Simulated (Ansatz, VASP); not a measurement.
HfO2: VASP beside Ansatz

```
Hf O
1.0
     4.81353    0.00000    0.00000
     0.00000    4.81353    0.00000
     0.00000    0.00000    3.20542
Hf O
2 4
Cartesian
  2.4068 2.4068 1.6027
  0.0000 0.0000 0.0000
  3.8751 0.9384 1.6027
  3.3452 3.3452 0.0000
  1.4683 1.4683 0.0000
  0.9384 3.8751 1.6027
```

Measurements of this composition are mostly on another form, of space group No. 14.

Alike in both runs: task single point; functional PBE; k mesh 6 × 6 × 8; occupations gaussian, width 0.011 eV; no spin polarisation.

|  | VASP | Ansatz |
| --- | --- | --- |
| version | VASP 6.6.1 | Ansatz 0.2.0 |
| potentials or method | VASP PAW PBE potentials, release 64 (Hf_pv, O) | Ansatz PAW |
| plane-wave cutoff (eV) | 520 | 420 |
| valence electrons in the cell | 44 | 76 |

VASP gave:

```
gap on the k mesh at the Fermi level (eV)       : 3.98
least direct gap on the mesh (eV)               : 3.98
pressure (GPa)                                  : 5.6
largest component of the traceless stress (GPa) : 0.30
rms of the force components (eV/Å)              : 0.014
```

Task: Which values does Ansatz return?

Result: gap on the k mesh at the Fermi level (eV): 4.04; least direct gap on the mesh (eV): 4.04; pressure (GPa): 8.5; largest component of the traceless stress (GPa): 0.79; rms of the force components (eV/Å): 0.038.

Atom by atom the forces differ by 0.024 eV/Å (rms over components). The two sets of potentials don't hold the same shells in valence.

Caveats: spin-orbit coupling is left out, which moves the levels of the heavy elements; the pressure holds a Pulay correction of +0.7 GPa for the finite cutoff (Ansatz). A k mesh can miss the band edges.
